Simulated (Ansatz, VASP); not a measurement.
Li in VASP and in Ansatz

```
Li
1.0
     3.35698    1.93815    7.54659
    -3.35698    1.93815    7.54659
     0.00000   -3.87631    7.54659
Li
12
Direct
  0.07729 0.53214 0.07729
  0.07729 0.07729 0.53214
  0.53214 0.07729 0.07729
  0.92271 0.46786 0.92271
  0.46786 0.92271 0.92271
  0.92271 0.92271 0.46786
  0.22777 0.63054 0.22777
  0.22777 0.22777 0.63054
  0.63054 0.22777 0.22777
  0.77223 0.36946 0.77223
  0.36946 0.77223 0.77223
  0.77223 0.77223 0.36946
```

Alike in both runs: functional PBE; k mesh 3 × 3 × 3; occupations gaussian, width 0.1 eV; no spin polarisation.

Ansatz relaxed the structure, and its values are those at the end. VASP's run is a single point on that final structure, the one shown.

```csv
,VASP,Ansatz
version,VASP 6.6.1,Ansatz 0.2.0
potentials or method,"VASP PAW PBE potentials, release 64 (Li_sv)","scalar-relativistic, plane waves, PAW"
plane-wave cutoff (eV),520,420
valence electrons in the cell,36,36
```

|  | VASP | Ansatz | Ansatz less VASP |
| --- | --- | --- | --- |
| gap on the k mesh at the Fermi level (eV) | none | none | - |
| rms of the force components (eV/Å) | 0.019 | 0.019 | +0.0006 |

A gap of «none» marks a metal or a gap that the smearing closes. With one functional, cell and mesh, what is left measures potentials, basis and numerics.

Caveats: the k mesh is coarse (spacing up to 0.37 Å⁻¹), so the values aren't converged.
